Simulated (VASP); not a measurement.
Input of a VASP 6.6.1 run:

The input INCAR:

```
ALGO = Normal
EDIFF = 1E-6
EDIFFG = -0.02
ENCUT = 600
IBRION = 2
ISIF = 3
ISMEAR = -1
LASPH = T
LCHARG = F
LMIXTAU = T
LREAL = F
LWAVE = F
METAGGA = R2SCAN
NELM = 60
NSW = 60
PREC = Accurate
SIGMA = 0.05
```

The input KPOINTS:

```
k-points
0
Gamma
  6 6 6
```

POSCAR

```
HgTe
1.0
    0.0000000000      3.2145000000      3.2145000000
    3.2145000000      0.0000000000      3.2145000000
    3.2145000000      3.2145000000      0.0000000000
Hg Te
1 1
Direct
    0.0000000000      0.0000000000      0.0000000000
    0.7500000000      0.7500000000      0.7500000000
```

Potentials or basis: VASP PAW PBE potentials, release 64 (Hg, Te).

Launch:

```bash
$ cat potpaw_PBE.64/Hg/POTCAR potpaw_PBE.64/Te/POTCAR > POTCAR
$ mpirun -np 1 vasp_std > vasp.out
```

What does it give for the relaxed cell?

a = 4.652 Å, b = 4.652 Å, c = 4.652 Å, α = 60.00°, β = 60.00°, γ = 60.00°.

Estimate the space group after relaxing (to 0.05 Å).

F-43m (No. 216).

Predict the band gap on the k mesh.

none (metal or under the smearing width).

Predict the relaxed volume.

35.60 Å³/atom.

Final structure:
```yaml
crystal:
  lattice:
    - [0.00000, 3.28975, 3.28975]
    - [3.28975, 0.00000, 3.28975]
    - [3.28975, 3.28975, 0.00000]
  atoms:
    - { symbol: Hg, position: [0.00000, 0.00000, 0.00000] }
    - { symbol: Te, position: [0.75000, 0.75000, 0.75000] }
```

Caveat: the PAW data sets were made with another functional, which shifts forces and pressure a little. Zero-point motion and thermal expansion aren't in these numbers.
